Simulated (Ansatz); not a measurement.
The following input was run with Ansatz 0.2.0.

```yaml
crystal:
  lattice:
    - [2.8799338781, 0.0, 0.0]
    - [-1.4399669391, 2.4940958997, 0.0]
    - [0.0, 0.0, 25.5815527416]
  atoms:
    - { symbol: "N", position: [0.3333333333, 0.6666666667, 0.2931800144] }
    - { symbol: V, position: [0.6666666667, 0.3333333333, 0.3391400112] }
    - { symbol: "N", position: [0.0, 0.0, 0.385100008] }
    - { symbol: V, position: [0.3333333333, 0.6666666667, 0.4310600048] }
    - { symbol: "N", position: [0.6666666667, 0.3333333333, 0.4770200016] }
    - { symbol: V, position: [0.0, 0.0, 0.5229799984] }
    - { symbol: "N", position: [0.3333333333, 0.6666666667, 0.5689399952] }
    - { symbol: V, position: [0.6666666667, 0.3333333333, 0.614899992] }
    - { symbol: "N", position: [0.0, 0.0, 0.6608599888] }
    - { symbol: V, position: [0.3333333333, 0.6666666667, 0.7068199856] }
basis:
  ecutwfc: 420
kpoints:
  mp_grid: { grid: [1, 1, 1] }
hamiltonian:
  xc: pbesol
scf:
  occupations: { method: gaussian, width: 0.1 }
output:
  forces: true
  stress: true
  eigenvalues: true
efield:
  axis: 3
  dipole_correction: true
  ramp_width: 0.04
```

Command:
```bash
ansatz run input.yaml --threads 1 --pin off --max-ram 2560MiB --backend cpu --events-out ev --progress --plain --runs-dir out
```

Computed with DFT PBEsol, scalar-relativistic, plane waves, PAW in Ansatz 0.2.0.

From the run's log, abridged (iterations and final results):

```
SCF iter   1: F=—  HF=-16310.867933 eV  |F-HF|=—  |Δ(HF+E_count)|=         —  Δρ=1.31e-1  dr2=2.25e2  ethr=1.77e-3  p=0.073 e·Å  D=7.20e-2 V/Å  ΔV_dip=-1.84 eV  dr2_dipole=2.45e1  V_vac-E_F(+/−)=5.78/7.62 eV  ⟨swp⟩=7.0  Hψ=232  notcnv=0
efield: sawtooth ramp at fractional position 0.9800 (placed from the atoms, in the widest stretch of the axis that holds none; the zero of the levels goes with the place), width 0.0400; the density the first Hamiltonian is built on has a dipole p = 0.073 e·Å; the dipole correction subtracts the counter field D = 7.20e-2 V/Å, which shifts the + side's vacuum level by -1.84 eV against the − side's; the planar-averaged density in the ramp window peaks in size at 1.1e-4 e/Å³
SCF iter   2: F=—  HF=-16467.083252 eV  |F-HF|=—  |Δ(HF+E_count)|=    1.56e2  Δρ=5.07e-1  dr2=6.55e3  ethr=1.77e-3  p=-0.479 e·Å  D=-4.72e-1 V/Å  ΔV_dip=12.06 eV  dr2_dipole=1.04e2  V_vac-E_F(+/−)=6.71/-5.35 eV  ⟨swp⟩=17.0  Hψ=794  notcnv=0  defer=1  recentre
SCF iter   3: F=—  HF=-16311.051447 eV  |F-HF|=—  |Δ(HF+E_count)|=    1.56e2  Δρ=8.77e-2  dr2=1.16e2  ethr=1.77e-3  p=0.463 e·Å  D=4.56e-1 V/Å  ΔV_dip=-11.67 eV  dr2_dipole=9.91e1  V_vac-E_F(+/−)=4.56/16.14 eV  ⟨swp⟩=11.0  Hψ=371  notcnv=0  defer=4
SCF iter   4: F=—  HF=-16309.728382 eV  |F-HF|=—  |Δ(HF+E_count)|=    1.32e0  Δρ=6.53e-2  dr2=9.57e1  ethr=1.77e-3  p=0.535 e·Å  D=5.27e-1 V/Å  ΔV_dip=-13.47 eV  dr2_dipole=9.32e1  V_vac-E_F(+/−)=5.95/19.30 eV  ⟨swp⟩=5.0  Hψ=95  notcnv=0  defer=2
SCF iter   5: F=—  HF=-16308.507495 eV  |F-HF|=—  |Δ(HF+E_count)|=    1.22e0  Δρ=4.34e-2  dr2=1.14e1  ethr=1.77e-3  p=0.419 e·Å  D=4.12e-1 V/Å  ΔV_dip=-10.55 eV  dr2_dipole=2.87e0  V_vac-E_F(+/−)=7.82/18.23 eV  ⟨swp⟩=7.0  Hψ=173  notcnv=0  defer=2
SCF iter   6: F=—  HF=-16308.836809 eV  |F-HF|=—  |Δ(HF+E_count)|=   3.29e-1  Δρ=5.93e-2  dr2=6.25e1  ethr=1.77e-3  p=0.398 e·Å  D=3.92e-1 V/Å  ΔV_dip=-10.02 eV  dr2_dipole=3.81e1  V_vac-E_F(+/−)=6.83/16.74 eV  ⟨swp⟩=4.0  Hψ=136  notcnv=0  defer=2  recentre
SCF iter   7: F=—  HF=-16307.962648 eV  |F-HF|=—  |Δ(HF+E_count)|=   8.74e-1  Δρ=4.54e-2  dr2=7.08e1  ethr=1.77e-3  p=0.213 e·Å  D=2.09e-1 V/Å  ΔV_dip=-5.36 eV  dr2_dipole=4.74e1  V_vac-E_F(+/−)=7.55/12.84 eV  ⟨swp⟩=3.0  Hψ=91  notcnv=0  defer=2
SCF iter   8: F=—  HF=-16307.970213 eV  |F-HF|=—  |Δ(HF+E_count)|=   7.57e-3  Δρ=3.63e-2  dr2=4.03e1  ethr=1.77e-3  p=-0.084 e·Å  D=-8.26e-2 V/Å  ΔV_dip=2.11 eV  dr2_dipole=2.52e1  V_vac-E_F(+/−)=7.16/5.07 eV  ⟨swp⟩=5.0  Hψ=83  notcnv=0  defer=2
SCF iter   9: F=—  HF=-16308.523298 eV  |F-HF|=—  |Δ(HF+E_count)|=   5.53e-1  Δρ=5.31e-2  dr2=1.87e2  ethr=1.77e-3  p=-0.400 e·Å  D=-3.94e-1 V/Å  ΔV_dip=10.09 eV  dr2_dipole=3.68e2  V_vac-E_F(+/−)=8.01/-1.98 eV  ⟨swp⟩=10.0  Hψ=189  notcnv=0  defer=1  recentre
SCF iter  10: F=—  HF=-16307.769663 eV  |F-HF|=—  |Δ(HF+E_count)|=   7.54e-1  Δρ=3.18e-2  dr2=4.61e1  ethr=1.77e-3  p=-0.066 e·Å  D=-6.52e-2 V/Å  ΔV_dip=1.67 eV  dr2_dipole=3.01e1  V_vac-E_F(+/−)=6.95/5.27 eV  ⟨swp⟩=5.0  Hψ=151  notcnv=0  defer=2
   ...
SCF iter  34: F=—  HF=-16307.546827 eV  |F-HF|=—  |Δ(HF+E_count)|=   1.45e-5  Δρ=6.82e-5  dr2=2.67e-5  ethr=1.51e-8  p=-0.009 e·Å  D=-9.25e-3 V/Å  ΔV_dip=0.24 eV  dr2_dipole=2.31e-6  V_vac-E_F(+/−)=7.40/7.17 eV  ⟨swp⟩=4.0  Hψ=82  notcnv=0  defer=2
SCF iter  35: F=—  HF=-16307.546827 eV  |F-HF|=—  |Δ(HF+E_count)|=   1.10e-8  Δρ=3.08e-5  dr2=4.72e-6  ethr=1.51e-8  p=-0.009 e·Å  D=-9.18e-3 V/Å  ΔV_dip=0.23 eV  dr2_dipole=9.81e-7  V_vac-E_F(+/−)=7.40/7.17 eV  ⟨swp⟩=3.0  Hψ=64  notcnv=0  defer=2
SCF iter  36: F=—  HF=-16307.546828 eV  |F-HF|=—  |Δ(HF+E_count)|=   4.21e-7  Δρ=2.40e-5  dr2=3.87e-6  ethr=5.25e-9  p=-0.009 e·Å  D=-9.20e-3 V/Å  ΔV_dip=0.24 eV  dr2_dipole=1.97e-6  V_vac-E_F(+/−)=7.40/7.17 eV  ⟨swp⟩=2.0  Hψ=56  notcnv=0  defer=2
SCF iter  37: F=—  HF=-16307.546828 eV  |F-HF|=—  |Δ(HF+E_count)|=   3.04e-8  Δρ=1.30e-5  dr2=5.08e-7  ethr=4.30e-9  p=-0.009 e·Å  D=-9.22e-3 V/Å  ΔV_dip=0.24 eV  dr2_dipole=1.28e-7  V_vac-E_F(+/−)=7.40/7.17 eV  ⟨swp⟩=1.0  Hψ=53  notcnv=0  defer=2
SCF iter  38: F=—  HF=-16307.546828 eV  |F-HF|=—  |Δ(HF+E_count)|=   5.08e-7  Δρ=1.61e-5  dr2=1.48e-6  ethr=5.65e-10  p=-0.009 e·Å  D=-9.19e-3 V/Å  ΔV_dip=0.24 eV  dr2_dipole=2.21e-8  V_vac-E_F(+/−)=7.40/7.17 eV  ⟨swp⟩=3.0  Hψ=77  notcnv=0  defer=2  recentre
SCF iter  39: F=—  HF=-16307.546828 eV  |F-HF|=—  |Δ(HF+E_count)|=   2.00e-8  Δρ=7.99e-6  dr2=5.06e-7  ethr=5.65e-10  p=-0.009 e·Å  D=-9.19e-3 V/Å  ΔV_dip=0.24 eV  dr2_dipole=2.25e-10  V_vac-E_F(+/−)=7.40/7.17 eV  ⟨swp⟩=2.0  Hψ=66  notcnv=0  defer=2
SCF iter  40: F=—  HF=-16307.546828 eV  |F-HF|=—  |Δ(HF+E_count)|=  1.09e-11  Δρ=6.37e-6  dr2=1.82e-7  ethr=5.62e-10  p=-0.009 e·Å  D=-9.19e-3 V/Å  ΔV_dip=0.24 eV  dr2_dipole=8.93e-9  V_vac-E_F(+/−)=7.40/7.17 eV  ⟨swp⟩=1.0  Hψ=53  notcnv=0  defer=2
SCF iter  41: F=—  HF=-16307.546828 eV  |F-HF|=—  |Δ(HF+E_count)|=   3.52e-8  Δρ=6.60e-6  dr2=2.23e-7  ethr=2.03e-10  p=-0.009 e·Å  D=-9.19e-3 V/Å  ΔV_dip=0.24 eV  dr2_dipole=8.06e-8  V_vac-E_F(+/−)=7.40/7.17 eV  ⟨swp⟩=3.0  Hψ=58  notcnv=0  defer=2
SCF iter  42: F=—  HF=-16307.546828 eV  |F-HF|=—  |Δ(HF+E_count)|=   2.12e-8  Δρ=3.33e-6  dr2=1.19e-7  ethr=2.03e-10  p=-0.009 e·Å  D=-9.19e-3 V/Å  ΔV_dip=0.23 eV  dr2_dipole=3.01e-8  V_vac-E_F(+/−)=7.40/7.17 eV  ⟨swp⟩=1.0  Hψ=53  notcnv=0  defer=2
SCF iter  43: F=-16307.546828 eV  HF=-16307.546828 eV  |F-HF|=4.14e-8  |Δ(HF+E_count)|=   5.36e-9  Δρ=2.75e-6  dr2=5.43e-8  ethr=1.11e-10  p=-0.009 e·Å  D=-9.19e-3 V/Å  ΔV_dip=0.23 eV  dr2_dipole=8.78e-9  V_vac-E_F(+/−)=7.40/7.17 eV  ⟨swp⟩=23.0  Hψ=312  notcnv=0
SCF 1 converged in 43 iterations: F = -16307.546828 eV  dr2 = 5.43e-8
SCF converged after 43 iterations
Free energy (F): -16307.546828 eV
Harris-Foulkes:  -16307.546828 eV  (|F-HF|=4.14e-8)
Internal energy: -16307.407210 eV  (E = F + TS)
E sigma→0 (E₀):  -16307.477019 eV
Entropy (-TS):   -0.139618 eV (-13.962 meV/atom)
Fermi energy:    4.807142 eV
Dipole field:    D = -0.009054 V/Å  (p = -0.009194 e·Å, saw-weighted, corrected)
Work function:   Φ+ = 7.4018 eV   Φ− = 7.1702 eV
Levels:          The Fermi level and band energies are counted from a zero that moves with the ramp; work functions are not
--- Per-component energies (eV) ---
  E_band       = -1625.828993
  E_kinetic    = 2370.292729
  E_local      = -132321.566346  (includes V_loc(G=0)·N_el)
  E_nonlocal   = 23.371324
  E_hartree    = 65304.383913
  E_xc         = -943.608922
  E_vxc        = -1202.745077  (∫ρ·V_xc dr)
  E_paw        = -6057.808089  (= ΣΔE_a)
  E_vpaw       = -1104.157550  (= ΣTr[D̂ρ^β])
  E_aug_tail   = 0.001846  (compensation charges beyond the density's cutoff)
  E_efield     = 0.000042  (sawtooth field / dipole correction)
  E_vefield    = 0.212976  (∫n·V_field dr)
  E_ewald      = 55316.637403
  E_core_change = 0.888890  (= ΣΔE_core)
  E_smearing   = -0.139618  (= −TS)
--- Forces (eV/Å), atoms counted from 1 ---
  atom   1  N      0.00000000     0.00000000     9.77116966
  atom   2  V      0.00000000     0.00000000    -8.69690600
  atom   3  N      0.00000000     0.00000000     4.62297855
  atom   4  V      0.00000000     0.00000000    -2.21371275
  atom   5  N      0.00000000     0.00000000     0.87125137
  atom   6  V      0.00000000     0.00000000    -0.57553250
  atom   7  N      0.00000000     0.00000000     0.18637382
  atom   8  V      0.00000000     0.00000000    -0.59923562
  atom   9  N      0.00000000     0.00000000     3.47063930
  atom  10  V      0.00000000     0.00000000    -6.83700302
--- Stress (GPa, compression-positive) ---
       32.455213       0.000000       0.000000
        0.000000      32.455213       0.000000
        0.000000       0.000000     -43.397248
  P = ⅓ Tr σ = 7.1711 GPa (71.711 kbar)
--- Band table (eV) ---
  k-point 0: bands = ["-59.4690", "-59.3258", "-59.1242", "-58.8957", "-58.8396", "-33.7472", "-33.6211", "-33.4959", "-33.2100", "-33.2100", "-33.1545", "-33.0018", "-32.9556", "-32.9556", "-32.8738", "-32.8738", "-32.6260", "-32.6260", "-32.6227", "-32.6227", "-12.6414", "-11.9999", "-11.1981", "-10.2421", "-8.9572", "-3.2613", "-2.0694", "-0.6241", "-0.6241", "-0.4636", "-0.0293", "-0.0293", "0.8193", "0.8193", "1.3617", "2.0641", "2.0641", "3.1576", "3.7803", "3.7803", "4.3478", "4.3739", "4.3739", "4.7526", "4.7526", "4.8177", "5.1106", "5.2417", "5.2417", "5.6971", "5.6971", "5.7254", "5.9900", "5.9900", "6.4112"]
```

The calculation finished and met its thresholds.

It took 2.7 s on 1 thread of Intel(R) Xeon(R) 6975P-C (Granite Rapids) (shared host), peak memory 0.4 GiB.

Spin polarisation was left out, and a magnetic state may lie lower.